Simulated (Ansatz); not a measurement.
# TiS2: the cost of one run

Computed with Ansatz 0.2.0 (DFT PBE+D3(BJ), scalar-relativistic, plane waves, PAW, unless a step's input says otherwise).

5 further runs of the same task are left out: 3 that didn't finish, 2 set aside as unsound or not needed.

## (1) Starting point

The structure is trigonal, space group P-3m1 (No. 164). The conventional cell has a = 3.359 Å, b = 3.359 Å, c = 5.515 Å, α = 90.00°, β = 90.00°, γ = 120.00°. Around Ti (site symmetry -3m) lie 6 S at 2.41 Å. Around S (site symmetry 3m) lie 3 Ti at 2.41 Å.

Structure file:

```
CELL_PARAMETERS angstrom
-3.35906 0.00000 0.00000
-1.67953 -2.90903 0.00000
0.00000 0.00000 16.54429
ATOMIC_POSITIONS crystal
Ti 0.33333 0.33333 0.50000
Ti 0.33333 0.33333 0.83337
Ti 0.33333 0.33333 0.16663
S 0.66667 0.66667 0.58637
S 0.66667 0.66667 0.91973
S 0.66667 0.66667 0.25300
S 0.00000 0.00000 0.74700
S 0.00000 0.00000 0.08027
S 0.00000 0.00000 0.41363
```

It goes back to an entry of the Materials Project.

It is the result of an earlier relaxation at this level (volume 17.96 Å³/atom; gap on the mesh: none (metal)).

## (2) The reference cell

The reference gives a free energy of -12926.5351 eV, pressure 0.04 GPa, largest force 0.006 eV/Å and gap on the mesh none (metal). It was computed beforehand with the settings of the runs below.

## (3) Setting up pulling the crystal apart

The cut lies on the cell's a–b face, a (0 0 1) plane of area 9.77 Å², between layers 2.66 Å apart (S below, S above); the cell is 16.5 Å thick. Vector c is lengthened by d along the normal with the atoms' Cartesian places fixed: one unrelaxed cut per cell.

## (4) Point d = 1.00 Å

The input, input.yaml:

```yaml
crystal:
  lattice:
    - [-3.359062787, 0.0, 0.0]
    - [-1.6795313935, -2.9090337065, 0.0]
    - [0.0, 0.0, 17.5442886415]
  atoms:
    - { symbol: Ti, position: [0.3333333333, 0.3333333333, 0.4715006969] }
    - { symbol: Ti, position: [0.3333333333, 0.3333333333, 0.7858643886] }
    - { symbol: Ti, position: [0.3333333333, 0.3333333333, 0.1571370052] }
    - { symbol: S, position: [0.6666666667, 0.6666666667, 0.5529454187] }
    - { symbol: S, position: [0.6666666667, 0.6666666667, 0.8673050299] }
    - { symbol: S, position: [0.6666666667, 0.6666666667, 0.2385819582] }
    - { symbol: S, position: [0.0, 0.0, 0.7044194355] }
    - { symbol: S, position: [0.0, 0.0, 0.0756963638] }
    - { symbol: S, position: [0.0, 0.0, 0.390055975] }
basis:
  ecutwfc: 420
kpoints:
  mp_grid: { grid: [13, 13, 3] }
hamiltonian:
  xc: pbe
  dispersion: d3bj
scf:
  occupations: { method: gaussian, width: 0.15 }
output:
  forces: true
  stress: true
  eigenvalues: true
```

Started as:

```sh
ansatz run input.yaml --threads 2 --pin off --max-ram 5120MiB --backend cpu --events-out ev --progress --plain --runs-dir out
```

What time and memory should one allow on 2 threads of Intel Xeon 6975P-C (Granite Rapids), shared host?

About 8.9 s, with a peak of 0.69 GiB.
